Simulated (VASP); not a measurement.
A calculation with VASP 6.6.1 of Si (native input, structure from a POSCAR):

INCAR

```
PREC = Accurate
ENCUT = 550
EDIFF = 1E-7
ISMEAR = 0
SIGMA = 0.1
LREAL = False
LASPH = True
NELM = 80
ALGO = Fast
ISIF = 2
LWAVE = False
LCHARG = False
```

The input KPOINTS:

```
Automatic mesh
0
Gamma
  8 8 8
```

File POSCAR:

```
Si
1.0
    0.0000000000      2.7218511865      2.7218511865
    2.7218511865      0.0000000000      2.7218511865
    2.7218511865      2.7218511865      0.0000000000
Si
2
Direct
    0.5000000000      0.5000000000      0.5000000000
    0.7500000000      0.7500000000      0.7500000000
```

Potentials or basis: VASP PAW LDA potentials, release 64 (Si_GW).

Run with:

```bash
$ cat potpaw_LDA.64/Si_GW/POTCAR > POTCAR
$ mpirun -np 1 vasp_std > vasp.out
```

**Question.** Write the same calculation in another form: ASE script, structure typed inline.

**Answer.** As run:

File run.py:

```python
from ase import Atoms
from ase.calculators.vasp import Vasp
from ase.dft.bandgap import bandgap

atoms = Atoms(
    ['Si', 'Si'],
    cell=[[0.0, 2.7218511865, 2.7218511865], [2.7218511865, 0.0, 2.7218511865], [2.7218511865, 2.7218511865, 0.0]],
    scaled_positions=[[0.5, 0.5, 0.5], [0.75, 0.75, 0.75]],
    pbc=True,
)
calc = Vasp(
    directory='calc',
    xc='lda',
    pp='LDA',
    setups='gw',
    prec='Accurate',
    encut=550,
    ediff=1e-06,
    ismear=0,
    sigma=0.1,
    lreal=False,
    lasph=True,
    nelm=100,
    algo='Fast',
    isif=2,
    lwave=False,
    lcharg=False,
    kpts=[8, 8, 8],
    gamma=True,
    nbands=11,
)
atoms.calc = calc

print('energy (eV):', atoms.get_potential_energy())
print('free energy (eV):', atoms.get_potential_energy(force_consistent=True))
print('forces (eV/A):')
print(atoms.get_forces())
print('stress (eV/A^3, Voigt):', atoms.get_stress())
print('Fermi level (eV):', calc.get_fermi_level())
gap, top, bottom = bandgap(calc)
print('band gap (eV):', gap, 'from (spin, k, band)', top, 'to', bottom)
```

Potentials or basis: VASP PAW LDA potentials, release 64 (Si_GW).

The run is started by

```console
$ python run.py
```

Both were run:

|  | native input, structure from a POSCAR | ASE script, structure typed inline |
| --- | --- | --- |
| Pressure | -2.1 GPa | -2.1 GPa |
| Band gap on the k mesh | 0.53 eV, indirect (least direct gap 2.52 eV) | 0.53 eV, indirect (least direct gap 2.52 eV) |

Keys that steer only the numerical path or the files written may differ.
